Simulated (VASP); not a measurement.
# Pb (C2/m) in VASP: further runs

Runs on Pb. Level: PBE. Tasks: single point.

Everything below comes from runs of VASP 6.6.1. Logs are shortened: lines on timing, memory, paths and dates and some standing lists are left out, and cuts for length are marked.

## 1. The crystal as given

The structure is monoclinic, space group C2/m (No. 12). The conventional cell has a = 6.077 Å, b = 3.501 Å, c = 6.452 Å, α = 90.00°, β = 109.14°, γ = 90.00°. Pb (site symmetry m) is surrounded by 10 Pb at 3.34 to 3.51 Å.

This isn't the form of Pb at room conditions, which is fcc.

## 2. Single point, PBE

INCAR reads:

```
SYSTEM = Pb
PREC = Accurate ; ENCUT = 520
EDIFF = 1E-7 ; ISMEAR = -1
SIGMA = 0.2 ; LREAL = .False.
LASPH = .True. ; NELM = 100
ALGO = Fast ; ISIF = 2
LWAVE = .False. ; LCHARG = .False.
GGA = PE ; NBANDS = 21
```

KPOINTS reads:

```
Automatic mesh
0
Gamma
  9 9 4
  0 0 0
```

POSCAR reads:

```
Pb
1.0
    3.0386000000     -1.7503000000      0.0000000000
    3.0386000000      1.7503000000      0.0000000000
   -2.1155000000      0.0000000000      6.0952000000
Pb
2
Direct
    0.0915000000      0.0915000000      0.2737000000
    0.9085000000      0.9085000000      0.7263000000
```

Potentials or basis: VASP PAW PBE potentials, release 64 (Pb_d).

Run with:

```sh
> cat potpaw_PBE.64/Pb_d/POTCAR > POTCAR
> mpirun -np 1 vasp_std > vasp.out
```

OUTCAR:

```text
SYSTEM = Pb
   PREC = Accurate
   ENCUT = 520
   EDIFF = 1E-7
   ISMEAR = -1
   LREAL = .False.
   LASPH = .True.
   NELM = 100
   ISIF = 2
   GGA = PE

 ion  position               nearest neighbor table
   1  0.092  0.092  0.274-   2 3.34   2 3.41   2 3.41   2 3.45
   2  0.908  0.908  0.726-   1 3.34   1 3.41   1 3.41   1 3.45

  LATTYP: Found a base centered monoclinic cell.
 ALAT       =     6.0772000000
 B/A-ratio  =     0.5760218522
 C/A-ratio  =     1.0616540020
 COS(beta)  =    -0.3278887373

  Lattice vectors:

 A1 = (   3.0386000000,  -1.7503000000,   0.0000000000)
 A2 = (   3.0386000000,   1.7503000000,   0.0000000000)
 A3 = (  -2.1155000000,   0.0000000000,   6.0952000000)

Analysis of symmetry for initial positions (statically):
=====================================================================
 Subroutine PRICEL returns:
 Original cell was already a primitive cell.

 Routine SETGRP: Setting up the symmetry group for a
 base centered monoclinic supercell.

 Subroutine GETGRP returns: Found  4 space group operations
 (whereof  4 operations were pure point group operations)
 out of a pool of  4 trial point group operations.

The static configuration has the point symmetry C_2h.

Analysis of symmetry for dynamics (positions and initial velocities):
=====================================================================
 Subroutine PRICEL returns:
 Original cell was already a primitive cell.

 Routine SETGRP: Setting up the symmetry group for a
 base centered monoclinic supercell.

 Subroutine GETGRP returns: Found  4 space group operations
 (whereof  4 operations were pure point group operations)
 out of a pool of  4 trial point group operations.

The dynamic configuration has the point symmetry C_2h.

 Subroutine INISYM returns: Found  4 space group operations
 (whereof  4 operations are pure point group operations),
 and found     1 'primitive' translations

----------------------------------------------------------------------------------------

                                     Primitive cell

  volume of cell :      64.8342

  direct lattice vectors                    reciprocal lattice vectors
     3.038600000 -1.750300000  0.000000000     0.164549464 -0.285665315  0.057111233
     3.038600000  1.750300000  0.000000000     0.164549464  0.285665315  0.057111233
    -2.115500000  0.000000000  6.095200000     0.000000000  0.000000000  0.164063525

  length of vectors
     3.506656534  3.506656534  6.451883701     0.334578677  0.334578677  0.164063525

  position of ions in fractional coordinates (direct lattice)
     0.091500000  0.091500000  0.273700000
     0.908500000  0.908500000  0.726300000

  ion indices of the primitive-cell ions
   primitive index   ion index
                 1           1
                 2           2

----------------------------------------------------------------------------------------

 KPOINTS: Automatic mesh

Automatic generation of k-mesh.
 Grid dimensions read from file:
 generate k-points for:    9    9    4

 Generating k-lattice:

  Cartesian coordinates                     Fractional coordinates (reciprocal lattice)
     0.018283274 -0.031740591  0.006345693     0.111111111  0.000000000  0.000000000
     0.018283274  0.031740591  0.006345693     0.000000000  0.111111111  0.000000000
     0.000000000  0.000000000  0.041015881     0.000000000  0.000000000  0.250000000

  Length of vectors
     0.037175409  0.037175409  0.041015881

  Shift w.r.t. Gamma in fractional coordinates (k-lattice)
     0.000000000  0.000000000  0.000000000

 Subroutine IBZKPT returns following result:
 ===========================================

 Found     95 irreducible k-points:

 Following reciprocal coordinates:
            Coordinates               Weight
  0.000000  0.000000  0.000000      1.000000
  0.111111  0.000000  0.000000      4.000000
  0.222222  0.000000 -0.000000      4.000000
  0.333333  0.000000 -0.000000      4.000000
  0.444444  0.000000 -0.000000      4.000000
  0.111111  0.111111 -0.000000      2.000000
[... 16 lines left out ...]
 -0.333333  0.333333  0.000000      2.000000
  0.444444  0.444444 -0.000000      2.000000
 [... further k-points ...]
   k-points           NKPTS =     95   k-points in BZ     NKDIM =     95   number of bands    NBANDS=     21
   number of dos      NEDOS =    301   number of ions     NIONS =      2
   total plane-waves  NPLWV =  37632
   dimension x,y,z NGX =    28 NGY =   28 NGZ =   48
   dimension x,y,z NGXF=    56 NGYF=   56 NGZF=   96
   ions per type =               2
   NGX,Y,Z   is equivalent  to a cutoff of  13.27, 13.27, 12.37 a.u.
   NGXF,Y,Z  is equivalent  to a cutoff of  26.55, 26.55, 24.74 a.u.
 SYSTEM =  Pb
   PREC   = accura    normal or accurate (medium, high low for compatibility)
   ISTART =      0    job   : 0-new  1-cont  2-samecut
   ICHARG =      2    charge: 1-file 2-atom 10-const
   ISPIN  =      1    spin polarized calculation?
   LNONCOLLINEAR =      F non collinear calculations
   LSORBIT =      F    spin-orbit coupling
   LASPH  =      T    aspherical Exc in radial PAW
   ENCUT  =  520.0 eV  38.22 Ry    6.18 a.u.   6.52  6.52 12.00*2*pi/ulx,y,z
   NELM   =    100;   NELMIN=  2; NELMDL= -5     # of ELM steps
   EDIFF  = 0.1E-06   stopping-criterion for ELM
   LREAL  =      F    real-space projection
   EDIFFG = 0.1E-05   stopping-criterion for IOM
   NSW    =      0    number of steps for IOM
   IBRION =     -1    ionic relax: 0-MD 1-quasi-New 2-CG
   NFREE  =      0    steps in history (QN), initial steepest desc. (CG)
   ISIF   =      2    stress and relaxation
   ISYM   =      2    0-nonsym 1-usesym 2-fastsym
   POTIM  = 0.5000    time-step for ionic-motion
   TEBEG  =    0.0;   TEEND  =   0.0 temperature during run
   PSTRESS=    0.0 pullay stress
   NELECT =      28.0000    total number of electrons
   NUPDOWN=      -1.0000    fix difference up-down
   EMIN   =  10.00;   EMAX   =-10.00  energy-range for DOS
   EFERMI =   0.00;   METHOD = LEGACY
   ISMEAR =    -1;   SIGMA  =   0.20  broadening in eV -4-tet -1-fermi 0-gaus
   EFERMI_NEDOS =   21; number of points for ismear=-14 and -15
   IALGO  =     68    algorithm
   IMIX   =      4    mixing-type and parameters
     AMIX     =   0.40;   BMIX     =  1.00
     AMIX_MAG =   1.60;   BMIX_MAG =  1.00
  volume/ion in A,a.u.               =      32.42       218.76
  Fermi-wavevector in a.u.,A,eV,Ry     =   1.237446  2.338433 20.834221  1.531272
  Thomas-Fermi vector in A             =   2.372013
   LORBIT       =      0    0 simple, 1 ext, 2 COOP (PROOUT), +10 PAW based schemes
   GGA     = PE    functional components
   LHFCALC =     F    Hartree Fock is set to
   AEXX    =    0.0000 exact exchange contribution
   IVDW    =     0    specifies the selected vdW correction
   LEPSILON=     F    determine dielectric tensor
   LRPA    =     F    only Hartree local field effects (RPA)
 non-spin polarized calculation
 RMM-DIIS sequential band-by-band and
  energy-cutoff  :      520.00
  volume of cell :       64.83
 maximum number of plane-waves:      1774
 NGX is ok and might be reduce to    28
   NGX = 13   NGY = 13   NGZ = 23

 number of electron      27.9999996 magnetization

 Free energy of the ion-electron system (eV)
  ---------------------------------------------------
  ext. energy  EPLUGINS =         0.00000000
  ---------------------------------------------------
  free energy    TOTEN  =        -7.07765097 eV

  energy without entropy =       -6.93263075  energy(sigma->0) =       -7.00514086

 E-fermi :   6.5070     XC(G=0):  -9.8206

 val. band max:        6.4944177541   @ k =   0.4444   0.2222   0.5000
 cond. band min:       6.5131556075   @ k =  -0.1111  -0.3333   0.2500
 fundamental gap:      0.0187378533
 Fermi energy:         6.5069881204

 k-point     1 :       0.0000    0.0000    0.0000
  band No.  band energies     occupation
      1     -10.6106      2.00000
      2     -10.5015      2.00000
      3     -10.5011      2.00000
      4     -10.4984      2.00000
      5     -10.4979      2.00000
      6     -10.4747      2.00000
[... 13 lines left out ...]
     20      15.7891      0.00000
     21      16.5191      0.00000

 k-point     2 :       0.1111    0.0000    0.0000
  band No.  band energies     occupation
      1     -10.6001      2.00000
      2     -10.5146      2.00000
      3     -10.5051      2.00000
      4     -10.4767      2.00000
      5     -10.4728      2.00000
      6     -10.4450      2.00000
[... 13 lines left out ...]
     20      15.8439      0.00000
     21      16.7238      0.00000

 k-point     3 :       0.2222    0.0000   -0.0000
  band No.  band energies     occupation
      1     -10.5834      2.00000
      2     -10.5406      2.00000
      3     -10.5218      2.00000
      4     -10.4552      2.00000
      5     -10.4282      2.00000
      6     -10.4072      2.00000
[... 13 lines left out ...]
     20      14.7817      0.00000
     21      15.9717      0.00000

 k-point     4 :       0.3333    0.0000   -0.0000
  band No.  band energies     occupation
      1     -10.5990      2.00000
      2     -10.5607      2.00000
      3     -10.5331      2.00000
      4     -10.5074      2.00000
      5     -10.4227      2.00000
      6     -10.3428      2.00000
[... 13 lines left out ...]
     20      14.1365      0.00000
     21      14.8280      0.00000

 k-point     5 :       0.4444    0.0000   -0.0000
  band No.  band energies     occupation
      1     -10.6204      2.00000
      2     -10.5782      2.00000
      3     -10.5600      2.00000
      4     -10.5149      2.00000
      5     -10.4297      2.00000
      6     -10.3304      2.00000
[... 13 lines left out ...]
     20      13.8660      0.00000
     21      14.7529      0.00000
[... 382 lines left out ...]
     20      14.6428      0.00000
     21      14.8031      0.00000

 k-point    22 :      -0.4444    0.3333   -0.0000
  band No.  band energies     occupation
      1     -10.5848      2.00000
      2     -10.5380      2.00000
      3     -10.4898      2.00000
      4     -10.4699      2.00000
      5     -10.4353      2.00000
      6     -10.3618      2.00000
[... 13 lines left out ...]
     20      14.2932      0.00000
     21      16.0102      0.00000

 k-point    23 :      -0.3333    0.3333    0.0000
  band No.  band energies     occupation
      1     -10.5719      2.00000
      2     -10.5282      2.00000
      3     -10.4909      2.00000
      4     -10.4039      2.00000
      5     -10.3968      2.00000
      6     -10.3870      2.00000
[... 13 lines left out ...]
     20      14.8086      0.00000
     21      16.4628      0.00000

 k-point    24 :       0.4444    0.4444   -0.0000
  band No.  band energies     occupation
      1     -10.6689      2.00000
      2     -10.5410      2.00000
      3     -10.5189      2.00000
      4     -10.4907      2.00000
      5     -10.4894      2.00000
      6     -10.3399      2.00000
[... 13 lines left out ...]
     20      13.7023      0.00000
     21      15.3442      0.00000

 [... further k-points ...]

------------------------ aborting loop because EDIFF is reached ----------------------------------------

  FORCE on cell =-STRESS in cart. coord.  units (eV):
  Direction    XX          YY          ZZ          XY          YZ          ZX
  --------------------------------------------------------------------------------------
  -------------------------------------------------------------------------------------
  Total        0.2470971      0.2950858      0.6435010      0.0000000      0.0000000     -0.0433272
  in kB        6.1062462      7.2921382     15.9021494      0.0000000      0.0000000     -1.0706994
  external PRESSURE =       9.7668446 kB  Pullay stress =       0.0000000 kB

 VOLUME and BASIS-vectors are now :
 -----------------------------------------------------------------------------
  energy-cutoff  :      520.00
  volume of cell :       64.83
      direct lattice vectors                 reciprocal lattice vectors
     3.038600000 -1.750300000  0.000000000     0.164549464 -0.285665315  0.057111233
     3.038600000  1.750300000  0.000000000     0.164549464  0.285665315  0.057111233
    -2.115500000  0.000000000  6.095200000     0.000000000  0.000000000  0.164063525

 POSITION                                       TOTAL-FORCE (eV/Angst)
 -----------------------------------------------------------------------------------
     -0.02295      0.00000      1.66826        -0.006412      0.000000     -0.006325
      3.98465      0.00000      4.42694         0.006412      0.000000      0.006325
 -----------------------------------------------------------------------------------
    total drift:                               -0.000000     -0.000000      0.000000

  FREE ENERGIE OF THE ION-ELECTRON SYSTEM (eV)
  ---------------------------------------------------
  free  energy   TOTEN  =        -7.0776509719 eV

  energy  without entropy=       -6.9326307464  energy(sigma->0) =       -7.00514086
```

Run time: 55 s. Hardware: 1 thread of Intel Xeon 6975P-C (Granite Rapids), shared host; peak memory 0.25 GiB.

What came out:

```
Free energy            : -7.0777 eV
Pressure               : 1.0 GPa
Largest force          : 0.009 eV/Å
Band gap on the k mesh : none (metal or under the smearing width)
```

Forces on the atoms (eV/Å):
```
Pb  -0.006  0.000 -0.006
Pb   0.006  0.000  0.006
```

Spin-orbit coupling is left out, which matters for the levels of Pb.

## 3. Single point, PBE

INCAR reads:

```
PREC = Accurate
ENCUT = 520
EDIFF = 1E-7
ISMEAR = -1
SIGMA = 0.1
LREAL = False
LASPH = True
NELM = 100
ALGO = Fast
ISIF = 2
LWAVE = False
LCHARG = True
GGA = PE
LELF = True
LVHAR = True
NBANDS = 21
```

KPOINTS reads:

```
regular mesh
0
Gamma
  9 9 4
```

POSCAR is that of step 2.

Potentials or basis: VASP PAW PBE potentials, release 64 (Pb_d).

Run with:

```sh
> cat potpaw_PBE.64/Pb_d/POTCAR > POTCAR
> mpirun -np 1 vasp_std > vasp.out
```

Wall time 54 s (1 thread of Intel Xeon 6975P-C (Granite Rapids), shared host); peak memory 0.25 GiB.

Results (log left out):

| Item | Value |
| --- | --- |
| Free energy | -7.0241 eV |
| Pressure | 0.9 GPa |
| Largest force | 0.041 eV/Å |
| Band gap on the k mesh | none (metal or under the smearing width) |

Forces on the atoms (eV/Å):
```
Pb  -0.007  0.000  0.040
Pb   0.007  0.000 -0.040
```

Stress tensor (GPa, compression positive):
```
 0.55  0.00 -0.14
 0.00  0.72  0.00
-0.14  0.00  1.36
```

Levels at points of the mesh, in eV from the Fermi level:
| k point | band 12 | band 13 | band 14 | band 15 | band 16 | band 17 |
| --- | --- | --- | --- | --- | --- | --- |
| (0.00, 0.00, 0.00) | -8.36 | -3.95 | 6.25 | 6.45 | 6.50 | 6.55 |
| (0.00, 0.00, 0.50) | -9.85 | -0.20 | 0.65 | 5.64 | 5.68 | 7.59 |

[end of part 1 of 2]
